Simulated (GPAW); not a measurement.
Crystal: MgTe.

```xyz
2
Lattice="0.0000 3.2320 3.2320 3.2320 0.0000 3.2320 3.2320 3.2320 0.0000" Properties=species:S:1:pos:R:3 pbc="T T T"
Te    1.6160    1.6160    1.6160
Mg    0.0000    0.0000    0.0000
```

The cell comes from a database or a generator and needn't be the stable form of this composition.

```yaml
Program: GPAW 26.7.0
Task: single point
Functional: PBE
Potentials_or_basis: GPAW PAW data sets (gpaw-data 1.2.1)
Cutoff: 800 eV
Basis: pw
k_mesh: 7 × 7 × 7
Occupations: fermi-dirac, width 0.05 eV
Spin: no spin polarisation
```

On this cell: pressure 0.7 GPa; largest force zero by symmetry; band gap on the k mesh 2.43 eV, direct.

The same run follows on a disturbed copy (atoms moved at random, drawn with an rms of 0.05 Å):

```
CELL_PARAMETERS angstrom
0.00000 3.23200 3.23200
3.23200 0.00000 3.23200
3.23200 3.23200 0.00000
ATOMIC_POSITIONS crystal
Te 0.25492 0.24451 0.24030
Mg 0.00808 0.98739 0.99791
```

**Question.** What does the disturbed cell give?

**Answer.** The energy moves by +1.5 meV/atom; pressure 0.7 GPa; largest force 0.156 eV/Å; band gap on the k mesh 2.39 eV, direct.

Forces on the atoms (eV/Å):
```
Te   0.001  0.147 -0.053
Mg  -0.001 -0.147  0.053
```

Stress tensor (GPa, compression positive):
```
 0.71 -0.16  0.43
-0.16  0.69  0.01
 0.43  0.01  0.71
```

Caveats: spin-orbit coupling is left out, which moves the levels of the heavy elements.

